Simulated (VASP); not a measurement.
Runs of VASP 6.6.1 on C. Symmetry: C2/m, No. 12, monoclinic system. Conventional cell: a = 4.255 Å, b = 2.457 Å, c = 3.765 Å, α = 90.00°, β = 111.49°, γ = 90.00°. Around C (site symmetry m) lie 3 C at 1.42 Å. This is a stacking variant of graphite.

```csv
task,level,potentials or basis,cell,k mesh,cutoff (eV),mesh quality,gap on the mesh (eV),pressure (GPa),relaxed volume (Å³/atom)
relaxation of cell and atoms,LDA,"VASP PAW LDA potentials, release 64 (C)",relaxed,16 × 16 × 10,600,not flagged,(b),0.0,8.55
relaxation of cell and atoms,PBEsol,"VASP PAW PBE potentials, release 64 (C)",relaxed,16 × 16 × 10,600,not flagged,0.68,0.0,9.35
relaxation of cell and atoms,PBEsol,"VASP PAW PBE potentials, release 64 (C)",relaxed,6 × 6 × 4,600,coarse,0.71,0.0,8.71
relaxation of cell and atoms,RPBE,"VASP PAW PBE potentials, release 64 (C)",relaxed,16 × 16 × 10,600,not flagged,1.06,0.0,11.34
relaxation of cell and atoms,PBE,"VASP PAW PBE potentials, release 64 (C)",relaxed,16 × 16 × 10,600,not flagged,(a),0.0,10.58
single point,PBEsol,"VASP PAW PBE potentials, release 64 (C)",as given,16 × 16 × 10,520,not flagged,0.61,1.6,-
relaxation of cell and atoms,PBE+D3(BJ),"VASP PAW PBE potentials, release 64 (C)",relaxed,16 × 16 × 10,600,not flagged,0.43,0.0,8.82
relaxation of cell and atoms,PBEsol,"VASP PAW PBE potentials, release 64 (C)",relaxed,16 × 16 × 10,580,not flagged,0.70,0.0,9.40
relaxation of cell and atoms,PBEsol,"VASP PAW PBE potentials, release 64 (C_s)",relaxed,16 × 16 × 10,480,not flagged,0.66,0.0,9.35
```

Alike in all rows: no spin polarisation; smearing gaussian 0.1 eV.

Problem. Estimate the missing entries.

Solution. (a) 0.98; (b) 0.36.

Caveats: some runs use coarse meshes; the PAW data sets were made with another functional, which shifts forces and pressure a little (some runs); this functional lacks dispersion, which binds the layers, so the pressure and a relaxed spacing across them are unreliable (some runs); the volume moved by over 15 % at a fixed basis, so the end points are rough (some runs); this functional lacks dispersion, which binds the layers, so the pressure and a relaxed spacing across them are unreliable, and here the layers came unbound (some runs).

A k mesh can miss the band edges.
